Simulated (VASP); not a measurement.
Here is a VASP 6.6.1 calculation.

The input INCAR:

```
PREC     = Accurate       # precision mode
ENCUT    = 520            # plane-wave cutoff, eV
EDIFF    = 1E-7           # SCF threshold, eV
ISMEAR   = -1             # smearing method
SIGMA    = 0.05           # smearing width, eV
LREAL    = False          # projectors in reciprocal space
LASPH    = True           # aspherical terms in the spheres
NELM     = 80             # most SCF steps
ALGO     = Fast           # electronic algorithm
ISIF     = 2              # what is computed and relaxed
LWAVE    = False          # write WAVECAR
LCHARG   = True           # write CHGCAR
GGA      = PE             # functional
LELF     = True           # ELF
LVHAR    = True         
NBANDS   = 7              # bands
```

KPOINTS

```
regular mesh
0
Gamma
  11 11 11
```

The input POSCAR:

```
Mg
1.0
   -1.7727644967      1.7727644967      1.7727644967
    1.7727644967     -1.7727644967      1.7727644967
    1.7727644967      1.7727644967     -1.7727644967
Mg
1
Direct
    0.0000000000      0.0000000000      0.0000000000
```

Potentials or basis: VASP PAW PBE potentials, release 64 (Mg).

Launch:

```sh
$ cat potpaw_PBE.64/Mg/POTCAR > POTCAR
$ mpirun -np 1 vasp_std > vasp.out
```

Question: Estimate the band gap on the k mesh.

Answer: None (metal or under the smearing width).

Question: Estimate the pressure.

Answer: 0.8 GPa.
